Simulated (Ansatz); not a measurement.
Input and command of a calculation in Ansatz (plane waves; scalar-relativistic PAW potentials unless the input names others):

```yaml
crystal:
  lattice:
    - [2.6359089575, 0.0, 0.0]
    - [-1.3179544788, 2.2827641193, 0.0]
    - [0.0, 0.0, 10.2067487784]
  atoms:
    - { symbol: Zn, position: [0.0, 0.0, 0.0] }
    - { symbol: Zn, position: [0.3333333333, 0.6666666667, 0.25] }
    - { symbol: Zn, position: [0.0, 0.0, 0.5] }
    - { symbol: Zn, position: [0.6666666667, 0.3333333333, 0.75] }
basis:
  ecutwfc: 420
kpoints:
  mp_grid: { grid: [18, 18, 6] }
hamiltonian:
  xc: pbe
scf:
  max_iter: 100
output:
  forces: true
  eigenvalues: true
  stress: true
```

```bash
ansatz run input.yaml --threads 1 --pin off --max-ram 2560MiB --backend cpu --events-out ev --progress --plain --runs-dir out
```

**Question.** What will the program do with this input?

**Answer.** The program refuses it, because of no occupation method (scf.occupations: {"method": "gaussian", "width": 0.1} → not typed). With the sound run's settings it is accepted.

Abridged log:
```
Error: YAML parse error: `scf.occupations.method` is required: fixed only where the cell keeps a band gap throughout the run, explicit beside scf.occupations.values (under evaluate: without them), else a smearing such as fermi_dirac (scf.occupations.width is optional; its entry in the input reference gives the default)
```